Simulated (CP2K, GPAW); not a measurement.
This is a calculation of Ba for GPAW 26.7.0 (ASE script). This isn't the form of Ba at room conditions, which is bcc.

Contents of run.py:

```python
from ase.dft.bandgap import bandgap
from ase.io import read, write
from ase.units import GPa
from gpaw import GPAW, PW

atoms = read('Ba.xyz')

calc = GPAW(mode=PW(600),
            xc='LDA',
            kpts={'size': (7, 7, 7), 'gamma': True},
            occupations={'name': 'methfessel-paxton', 'order': 0, 'width': 0.02},
            nbands=12,
            convergence={'density': 1e-05, 'energy': 1e-05},
            maxiter=150,
            txt='gpaw.txt')
atoms.calc = calc
energy = atoms.get_potential_energy()
forces = atoms.get_forces()
stress = atoms.get_stress()
calc.write('gs.gpw')
write('result.traj', atoms)
print(f'Energy: {energy:.6f} eV')
print('Forces (eV/A):')
print(forces.round(4))
print('Stress (GPa):', (stress / GPa).round(3))
print('Fermi level:', round(calc.get_fermi_level(), 4), 'eV')
print(f'Gap: {bandgap(calc)[0]:.4f} eV, direct: {bandgap(calc, direct=True)[0]:.4f} eV')
```

Contents of Ba.xyz:

```xyz
1
Lattice="3.9996500000 0.0000000000 0.0000000000 0.0000000000 3.9996500000 0.0000000000 0.0000000000 0.0000000000 3.6055390000" Properties=species:S:1:pos:R:3 pbc="T T T"
Ba     1.9998250000      1.9998250000      1.8027695000
```

Potentials or basis: the program's PAW data sets (release 1.2.1) made for this functional, pw.

Command:

```bash
$ OMP_NUM_THREADS=1 python run.py
```

Question: Set up the same calculation for CP2K 2026.2. Potentials or basis there: GTH_POTENTIALS Ba GTH-PADE-q10; TZVP-MOLOPT-PBE-GTH basis.

Answer: As run (cutoffs and basis follow the program's own potentials, and thresholds, step limits or extra output files can differ):

File ba_scf.inp:

```
&GLOBAL
  PROJECT ba_scf
  RUN_TYPE ENERGY_FORCE
  PRINT_LEVEL LOW
&END GLOBAL
&FORCE_EVAL
  METHOD QS
  STRESS_TENSOR ANALYTICAL
  &DFT
    BASIS_SET_FILE_NAME BASIS_MOLOPT_UZH
    POTENTIAL_FILE_NAME GTH_POTENTIALS
    &MGRID
      CUTOFF 450
      REL_CUTOFF 60
      NGRIDS 4
    &END MGRID
    &QS
      METHOD GPW
      EPS_DEFAULT 1.0E-10
    &END QS
    &KPOINTS
      SCHEME MONKHORST-PACK 7 7 7
      GAMMA_CENTERED T
      SYMMETRY T
      SYMMETRY_BACKEND SPGLIB
    &END KPOINTS
    &SCF
      SCF_GUESS ATOMIC
      EPS_SCF 1.0E-6
      MAX_SCF 100
      ADDED_MOS 8
      CHOLESKY OFF
      EPS_EIGVAL 1.0E-7
      &DIAGONALIZATION ON
        ALGORITHM STANDARD
      &END DIAGONALIZATION
      &MIXING ON
        METHOD BROYDEN_MIXING
        ALPHA 0.4
        BETA 1.5
        NBUFFER 8
      &END MIXING
      &SMEAR ON
        METHOD GAUSSIAN
        SIGMA [eV] 0.02
      &END SMEAR
    &END SCF
    &XC
      &XC_FUNCTIONAL
        &LDA_X
        &END LDA_X
        &LDA_C_PW
        &END LDA_C_PW
      &END XC_FUNCTIONAL
    &END XC
    &PRINT
      &KPOINTS ON
      &END KPOINTS
      &MULLIKEN ON
      &END MULLIKEN
      &MO ON
        ENERGIES T
        OCCUPATION_NUMBERS T
        &EACH
          QS_SCF 0
        &END EACH
        ADD_LAST NUMERIC
      &END MO
      &LOWDIN ON
      &END LOWDIN
      &HIRSHFELD ON
        SHAPE_FUNCTION DENSITY
      &END HIRSHFELD
    &END PRINT
  &END DFT
  &SUBSYS
    &CELL
      ABC 3.9996500000 3.9996500000 3.6055390000
      ALPHA_BETA_GAMMA 90.0000000000 90.0000000000 90.0000000000
      PERIODIC XYZ
    &END CELL
    &COORD
      Ba  1.9998250000 1.9998250000 1.8027695000
    &END COORD
    &KIND Ba
      BASIS_SET TZVP-MOLOPT-PBE-GTH-q10
      POTENTIAL GTH-PADE-q10
    &END KIND
    &PRINT
      &ATOMIC_COORDINATES ON
      &END ATOMIC_COORDINATES
      &CELL ON
      &END CELL
      &SYMMETRY ON
      &END SYMMETRY
    &END PRINT
  &END SUBSYS
  &PRINT
    &FORCES ON
    &END FORCES
    &STRESS_TENSOR ON
    &END STRESS_TENSOR
  &END PRINT
&END FORCE_EVAL
```

Potentials or basis: GTH_POTENTIALS Ba GTH-PADE-q10; TZVP-MOLOPT-PBE-GTH basis.

Run with:

```sh
$ OMP_NUM_THREADS=1 cp2k.psmp -i ba_scf.inp -o ba_scf.out
```

Both were run:

|  | GPAW | CP2K |
| --- | --- | --- |
| Pressure | -0.8 GPa | -0.8 GPa |

The two programs' LDA may be different fits to the electron gas.

Pressure is positive in compression.
